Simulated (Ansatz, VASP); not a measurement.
## One calculation of Gd, two programs

File INCAR:

```
  PREC = Accurate
  ENCUT = 520
  EDIFF = 1E-7
  ISMEAR = -1
  SIGMA = 0.05
  LREAL = F
  LASPH = T
  NELM = 100
  ALGO = Normal
  ISIF = 2
  LWAVE = F
  LCHARG = F
  ISPIN = 2
  MAGMOM = 7 7
  LORBIT = 11
  LMAXMIX = 6
  GGA = PE
  NBANDS = 29
```

The input KPOINTS:

```
regular mesh
0
Gamma
  8 8 5
```

The input POSCAR:

```
Gd
1.0
    3.6600801720      0.0000000000      0.0000000000
   -1.8300400860      3.1697224088      0.0000000000
    0.0000000000      0.0000000000      5.8208964803
Gd
2
Direct
    0.6666666667      0.3333333333      0.7500000000
    0.3333333333      0.6666666667      0.2500000000
```

input.yaml

```yaml
crystal:
  lattice:
    - [3.660080172, 0.0, 0.0]
    - [-1.830040086, 3.1697224088, 0.0]
    - [0.0, 0.0, 5.8208964803]
  atoms:
    - { symbol: Gd, position: [0.6666666667, 0.3333333333, 0.75], spin: 7.0 }
    - { symbol: Gd, position: [0.3333333333, 0.6666666667, 0.25], spin: 7.0 }
hamiltonian:
  xc: pbe
  pseudopotentials: { kind: paw }
magnetization:
  spin_polarized: true
kpoints:
  mp_grid: { grid: [8, 8, 5] }
scf:
  occupations: { method: fermi_dirac, width: 0.05 }
output:
  forces: true
  stress: true
  eigenvalues: true
```

Change from the starting cell: volume scaled by 1.02.

Alike in both runs: task single point; functional PBE; k mesh 8 × 8 × 5; occupations fermi-dirac, width 0.05 eV; collinear spin, ferromagnetic start.

```csv
,VASP,Ansatz
version,VASP 6.6.1,Ansatz 0.2.0
potentials or method,"VASP PAW PBE potentials, release 64 (Gd)",Ansatz PAW
plane-wave cutoff (eV),520,420
valence electrons in the cell,36,36
```

VASP gave:

```
gap on the k mesh at the Fermi level (eV)                     : none
pressure (GPa)                                                : -0.2
largest component of the traceless stress (GPa)               : 0.21
net moment per atom (μB)                                      : 7.62
size of the moment on the site where the two differ most (μB) : 6.99
```

**Question.** Which values does Ansatz return?

**Answer.** gap on the k mesh at the Fermi level (eV): none; pressure (GPa): -0.1; largest component of the traceless stress (GPa): 0.22; net moment per atom (μB): 7.62; size of the moment on the site where the two differ most (μB): 7.34.

Site moments also hang on the region over which each program counts them. A gap of «none» marks a metal or a gap that the smearing closes. The functional is the same, so the differences come from potentials, cutoffs and numerics.

Caveats: spin-orbit coupling is left out, which moves the levels of the heavy elements. The state reached can hang on the start; a lower one may exist.
